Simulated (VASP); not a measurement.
Crystal: Ni.

```
Ni
1.0
     1.04189   -1.94521    0.00000
     1.04189    1.94521    0.00000
     0.00000    0.00000    3.03773
Ni
1
Direct
  0.00000 0.00000 0.00000
```

The cell was built by a generator and needn't be a form met in nature.

| Property | Result |
| --- | --- |
| Program | VASP 6.6.1 |
| Task | relaxation of cell and atoms |
| Functional | PBE |
| Potentials or basis | VASP PAW PBE potentials, release 64 (Ni) |
| Cutoff | 600 eV |
| k mesh | 10 × 10 × 6 |
| Occupations | gaussian, width 0.1 eV |
| Spin | collinear spin, typed start |
| Starting moments | [0.56] μB |

At the start: pressure 40.2 GPa; volume 12.31 Å³/atom.

Problem. How do energy, volume and symmetry change on relaxing?

Solution. Over 17 steps the energy falls by 915.9 meV/atom and the volume is 11.77 Å³/atom (-4.4 %); space group P6/mmm (No. 191, to 0.05 Å); moment 0.28 μB per cell.

Step by step:
| step | energy change (eV) | largest force (eV/Å) | pressure (GPa) | volume (Å³) |
| --- | --- | --- | --- | --- |
| 1 | 0.0000 | 0.0000 | 40.21 | 12.31 |
| 2 | -0.2258 | 0.0000 | -23.95 | 18.10 |
| 3 | -0.5511 | 0.0000 | -11.99 | 15.02 |
| 4 | -0.5522 | 0.0000 | -11.28 | 14.91 |
| 5 | -0.5521 | 0.0000 | -10.30 | 14.80 |
| 6 | -0.7717 | 0.0000 | -9.65 | 13.44 |
| 7 | 1.0635 | 0.0000 | 120.15 | 9.20 |
| 8 | -0.8229 | 0.0000 | -10.49 | 13.05 |
| 9 | -0.8166 | 0.0000 | 12.42 | 11.15 |
| 10 | -0.8994 | 0.0000 | -6.42 | 12.34 |
| 11 | -0.9110 | 0.0000 | -2.19 | 11.93 |
| 12 | -0.9112 | 0.0000 | -3.02 | 11.99 |
| 13 | -0.9143 | 0.0000 | 2.22 | 11.60 |
| 14 | -0.9153 | 0.0000 | 0.88 | 11.73 |
| 15 | -0.9153 | 0.0000 | 0.36 | 11.75 |
| 16 | -0.9153 | 0.0000 | 0.43 | 11.74 |
| 17 | -0.9159 | 0.0000 | -0.25 | 11.77 |

Final structure:
```xyz
1
Lattice="1.2051 -2.0824 0.0000 1.2051 2.0824 0.0000 0.0000 0.0000 2.3455" Properties=species:S:1:pos:R:3 pbc="T T T"
Ni    0.0000    0.0000    0.0000
```
